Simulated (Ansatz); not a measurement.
**Be (Beryllium): a single-point run**

The task is a single-point run on Be (Beryllium). The structure is shown as the input types it.

Program: Ansatz 0.2.0. Level of theory: DFT, LDA, all-electron LAPW, scalar-relativistic; levels and slopes on a fine mesh, independent-particle optical spectra. These are calculated values, not measurements.

### 1 The starting structure

Symmetry: P6_3/mmc, No. 194, hexagonal system. The conventional cell has a = 2.231 Å, b = 2.231 Å, c = 3.505 Å, α = 90.00°, β = 90.00°, γ = 120.00°. Be (site symmetry -6m2) has 12 Be at 2.18 to 2.23 Å as nearest neighbours.

As a file:

```
CELL_PARAMETERS angstrom
2.23070 0.00000 0.00000
-1.11535 1.93185 0.00000
0.00000 0.00000 3.50547
ATOMIC_POSITIONS crystal
Be 0.33333 0.66667 0.25000
Be 0.66667 0.33333 0.75000
```

### 2 Input and run

File input.yaml:

```yaml
crystal:
  lattice:
    - [2.23070417571, 0.0, 0.0]
    - [-1.11535208786, 1.93184648449, 0.0]
    - [0.0, 0.0, 3.50546610122]
  atoms:
    - { symbol: Be, position: [0.333333333333, 0.666666666667, 0.25] }
    - { symbol: Be, position: [0.666666666667, 0.333333333333, 0.75] }
kpoints:
  mp_grid: { grid: [20, 20, 12], kspacing: 0.3 }
scf:
  occupations: { method: fermi_dirac, width: 0.05 }
  max_iter: 75
hamiltonian:
  xc: lda
  pseudopotentials: { kind: all_electron, lapw: { basis_error: 0.001 } }
output:
  forces: true
  stress: true
  eigenvalues: true
  eigenstates:
    nscf_kmesh: { grid: [28, 28, 16] }
    de_dk: true
    e_range: [-14, 14]
  optics:
    e_range: [0, 20]
    de: 0.2
    sigma: 0.25
    bands: { spectra_wanted_up_to: 20 }
    nscf_kmesh: { grid: [28, 28, 16] }
    drude_damping: 0.1
checkpoint:
  write: ck
  write_wavefunctions: false
```

Run with:

```
$ ansatz run input.yaml --threads 1 --pin off --max-ram 3072MiB --backend cpu --events-out ev --progress --plain --runs-dir out
```

The log of the run:

```text
Error: invalid value for `kpoints.mp_grid.kspacing`: mutually exclusive with `grid` — set one or the other
```

Wall time 0.05 s (1 thread of Arm Neoverse V2, shared host); peak memory 0.052 GiB.

### 3 What went wrong

Nothing was computed: the input was turned down at the start. It says: «invalid value for `kpoints.mp_grid.kspacing`: mutually exclusive with `grid` — set one or the other»

The suspect setting: kpoints.mp_grid.kspacing is 0.3. The mesh can't be built from what was typed.

What to do: delete kpoints.mp_grid.kspacing.

### 4 Again, with the input mended

Besides the cure, the input differs in scf.max_iter.

Edit input.yaml of step 2 so:

```diff
@@ -9,6 +9,5 @@
 kpoints:
-  mp_grid: { grid: [20, 20, 12], kspacing: 0.3 }
+  mp_grid: { grid: [20, 20, 12] }
 scf:
   occupations: { method: fermi_dirac, width: 0.05 }
-  max_iter: 75
 hamiltonian:
```

Run with:

```
$ ansatz run input.yaml --threads 1 --pin off --max-ram 3072MiB --backend cpu --events-out ev --progress --plain --runs-dir out
```

From the output:

```text
[...]
Basis set: ecut = 152.4098942484139 eV, 67 PW (Γ), exchange–correlation at level 2
[...]
k-points: 308 of 4800
[...]
SCF iter   1: F=—  HF=-794.845316 eV  |F-HF|=—  |Δ(HF+E_count)|=         —  Δρ=1.44e-2  dr2=2.49e-2  ethr=3.11e-4  ⟨swp⟩=3.0  Hψ=22287  notcnv=0
preconditioner: auto → none  [metal: Δε(μ)=0.015 eV  Ē_g=13.226 eV  σ=0.050 eV  W_gap=0.08  n_scr=2 (ndim 8)  ℏωp=19.1 eV  f_vac=0.000  D(μ)=0.15/eV (n_scr^D=0)  sad-step TF]
SCF iter   2: F=—  HF=-794.831443 eV  |F-HF|=—  |Δ(HF+E_count)|=   1.39e-2  Δρ=9.35e-3  dr2=1.05e-2  ethr=3.11e-4  ⟨swp⟩=2.0  Hψ=5993  notcnv=0
[...]
SCF iter   5: F=—  HF=-794.826954 eV  |F-HF|=—  |Δ(HF+E_count)|=   2.76e-8  Δρ=9.92e-7  dr2=9.10e-11  ethr=2.51e-10  ⟨swp⟩=3.2  Hψ=6665  notcnv=0
SCF iter   6: F=-794.826954 eV  HF=-794.826954 eV  |F-HF|=6.05e-11  |Δ(HF+E_count)|=  6.40e-10  Δρ=3.54e-8  dr2=7.84e-14  ethr=1.14e-12  ⟨swp⟩=2.4  Hψ=6143  notcnv=0
[...]
SCF converged after 6 iterations
Free energy (F): -794.826954 eV
[...]
E sigma→0 (E₀):  -794.826340 eV
[...]
Fermi energy:    8.779776 eV
[...]
  P = ⅓ Tr σ = -0.0943 GPa (-0.943 kbar)
[...]
```

Wall time 35 s (1 thread of Arm Neoverse V2, shared host); peak memory 0.31 GiB.

### 5 Summary of results

```
       quantity                      value
      first try                    refused
          cause         ill-defined k-mesh
     second try    converged, 6 SCF cycles
   total energy               -794.8270 eV
       pressure                  -0.09 GPa
gap on the mesh  none (metal on this mesh)
  largest force                 0.000 eV/Å
```

**Reading.** The second try converges in 6 SCF cycles.
